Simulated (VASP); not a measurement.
# HgTe: electric field gradients, by functional and GGA

HgTe, I-4m2 (no. 119), 2 atoms in the cell.

| Functional | GGA | LASPH | Vzz of the first element (V/Å²) | Vzz of the second element (V/Å²) | Time (s) |
|---|---|---|---|---|---|
| LDA | CA | True | 69.87 | 90.22 | 18 |
| PBE | PE | True | 70.91 | 102.84 | 18 |
| PBEsol | PS | True | 69.48 | 92.94 | 20 |
| RPBE | RP | True | 71.73 | 111.86 | 20 |
| r2SCAN | default | True | 81.50 | 121.92 | 112 |
| SCAN | default | True | 90.10 | 99.99 | 142 |
| TPSS | default | True | 66.89 | 108.83 | 96 |
| PBE | PE | False | 70.84 | 102.06 | 24 |

## Input of the first row

INCAR:
```
GGA = CA ; PREC = Accurate
ENCUT = 350 ; EDIFF = 1E-7
LREAL = False ; LASPH = True
ALGO = Normal ; NELM = 120
LWAVE = False ; LCHARG = False
ISMEAR = 0 ; SIGMA = 0.02
KPAR = 2 ; LEFG = True
QUAD_EFG = 387 0
```

KPOINTS:
```
k-points
0
Gamma
  9 9 9
```

POSCAR:
```
HgTe
1.0
   -3.0456030000      3.0456030000      1.5594100000
    3.0456030000     -3.0456030000      1.5594100000
    3.0456030000      3.0456030000     -1.5594100000
Hg Te
1 1
Direct
    0.7500000000      0.2500000000      0.5000000000
    0.0000000000      0.0000000000      0.0000000000
```

Commands:
```
cat potpaw_LDA.64/Hg/POTCAR potpaw_LDA.64/Te/POTCAR > POTCAR
mpirun -np 2 vasp_std > vasp.out
```

Changes of the last row against the first:
```
- GGA = CA
- LASPH = True
+ GGA = PE
+ LASPH = False
- cat potpaw_LDA.64/Hg/POTCAR potpaw_LDA.64/Te/POTCAR > POTCAR
+ cat potpaw_PBE.64/Hg/POTCAR potpaw_PBE.64/Te/POTCAR > POTCAR
```

VASP 6.6.1 took 18 s on 2 cores (Intel Xeon Platinum 8488C (Sapphire Rapids)), a shared host.
